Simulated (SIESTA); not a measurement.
Crystal: Sb.

```
Sb
1.0
     3.12240    0.00000    0.00000
     0.00000    4.34752    0.00000
    -0.03891    0.00000    4.40585
Sb
2
Direct
  0.01139 0.25000 0.24117
  0.98861 0.75000 0.75883
```

This isn't the form of Sb at room conditions, which is rhombohedral.

```yaml
Program: SIESTA 5.4.2
Task: single point
Functional: PBE
Potentials_or_basis: PseudoDojo 0.4 standard (PBE files)
Basis: DZP (energy shift 0.003 Ry; two zetas on semicore shells)
Grid_cutoff: 500 Ry
Energy_shift: 0.003 Ry
k_mesh: 9 × 6 × 6
Occupations: fermi-dirac, width 0.05 eV
Spin: no spin polarisation
```

On this cell: pressure 1.5 GPa; largest force 0.111 eV/Å; band gap on the k mesh none (metal or under the smearing width).

The same run follows on a disturbed copy (atoms moved at random, drawn with an rms of 0.05 Å):

```
Sb
1.0
     3.12240    0.00000    0.00000
     0.00000    4.34752    0.00000
    -0.03891    0.00000    4.40585
Sb
2
Direct
  0.01218 0.26149 0.24261
  0.00154 0.74648 0.76535
```

Question: What changes?

Answer: The energy (extrapolated to zero smearing) moves by +3.6 meV/atom; pressure 1.7 GPa; largest force 0.202 eV/Å; band gap on the k mesh none (metal or under the smearing width).

Forces in eV/Å, atoms in the order of the input:
```
Sb  -0.010 -0.139  0.146
Sb   0.010  0.139 -0.146
```

Stress tensor (GPa, compression positive):
```
 2.12  0.01  0.07
 0.01  1.32 -0.50
 0.07 -0.50  1.62
```

Caveats: the basis of atomic orbitals isn't converged, which shifts pressures, moduli and gaps.
